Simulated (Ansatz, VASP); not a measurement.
## Si: VASP beside Ansatz

File INCAR:

```
SYSTEM = Si
ALGO = Normal ; DIPOL = 0.5 0.5 0.372
EDIFF = 1E-7 ; ENCUT = 520
GGA = PE ; IDIPOL = 3
ISIF = 2 ; ISMEAR = 0
IVDW = 12 ; LASPH = .True.
LCHARG = .False. ; LDIPOL = .True.
LREAL = .False. ; LWAVE = .False.
NBANDS = 16 ; NELM = 80
PREC = Accurate ; SIGMA = 0.1
```

Contents of KPOINTS:

```
k-points
0
Gamma
  9 9 1
  0 0 0
```

Contents of POSCAR:

```
Si
1.0
    3.8472023583      0.0000000000      0.0000000000
   -1.9236011791      3.3317749758      0.0000000000
    0.0000000000      0.0000000000     18.4446971457
Si
4
Direct
    0.3333333333      0.6666666667      0.2695814701
    0.6666666667      0.3333333333      0.2439725610
    0.2222222222      0.7777777778      0.4995851693
    0.5555555556      0.4444444444      0.4739762602
```

Input for Ansatz:

```yaml
crystal:
  lattice:
    - [3.8472023583, 0.0, 0.0]
    - [-1.9236011791, 3.3317749758, 0.0]
    - [0.0, 0.0, 18.4446971457]
  atoms:
    - { symbol: Si, position: [0.3333333333, 0.6666666667, 0.2695814701] }
    - { symbol: Si, position: [0.6666666667, 0.3333333333, 0.243972561] }
    - { symbol: Si, position: [0.2222222222, 0.7777777778, 0.4995851693] }
    - { symbol: Si, position: [0.5555555556, 0.4444444444, 0.4739762602] }
basis:
  ecutwfc: 420
kpoints:
  mp_grid: { grid: [9, 9, 1] }
hamiltonian:
  xc: pbe
  dispersion: d3bj
scf:
  occupations: { method: gaussian, width: 0.1 }
output:
  forces: true
  eigenvalues: true
efield:
  axis: 3
  dipole_correction: true
  ramp_width: 0.04
```

Alike in both runs: task single point; functional PBE; dispersion D3(BJ); k mesh 9 × 9 × 1; occupations gaussian, width 0.1 eV; no spin polarisation.

```csv
,VASP,Ansatz
version,VASP 6.6.1,Ansatz 0.2.0
potentials or method,"VASP PAW PBE potentials, release 64 (Si)","scalar-relativistic, plane waves, PAW"
plane-wave cutoff (eV),520,420
valence electrons in the cell,16,16
```

```tsv
	VASP	Ansatz	Ansatz less VASP
gap on the k mesh at the Fermi level (eV)	0.47	0.47	0.000
least direct gap on the mesh (eV)	0.61	0.61	0.000
rms of the force components (eV/Å)	0.065	0.068	+0.0026
```

Atom by atom the forces differ by 0.004 eV/Å (rms over components).
